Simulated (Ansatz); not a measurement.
HfC and its competing phases

Computed with Ansatz 0.2.0, DFT PBE, scalar-relativistic, plane waves, PAW. Settings: cutoff 420 eV, Γ-centred meshes spaced at most about 0.3 Å⁻¹, and about 0.25 Å⁻¹ or finer for metals (2π included), Gaussian smearing. No spin polarisation.

Formation energies are uncorrected and refer to the elements' standard structures at the same level.

These are static total energies at zero pressure. Spin–orbit coupling, which can matter for Hf, is left out. The reference form of C is held partly by dispersion forces, which this level lacks.

The competitors are the elements and 1 reference phase of this chemical system (from databases or known types: HfC), relaxed at the same level; other known phases may be missing.

The candidate was reached from: 6-connected net, two elements spread over the vertices.

Space group I-4m2 (No. 119). a = 4.021 Å, b = 4.021 Å, c = 3.572 Å, α = 90.00°, β = 90.00°, γ = 90.00°
```csv
atom,site,symmetry,x,y,z
Hf,2d,-4m2,0.5000,0.0000,0.2500
C,2a,-4m2,0.0000,0.0000,0.0000
```

Q: Is it stable, and against what?

A: Not the lowest form: another structure of the same formula lies lower. Its formation energy is -0.289 eV/atom. The lowest competing phase at this composition is this:

```tsv
phase	space group	source	share of atoms	ΔE_f (eV/atom)
HfC	Fm-3m (No. 225)	Materials Project	1.0000	-0.918
```

The candidate lies 0.63 eV/atom above this phase. The candidate matches no cell in the subsets of the Crystallography Open Database and the Materials Project at hand. The margin is far too high for a likely synthesis. Shaken at random and relaxed again it fell by 0.43 eV/atom, so it probably isn't a firm minimum.
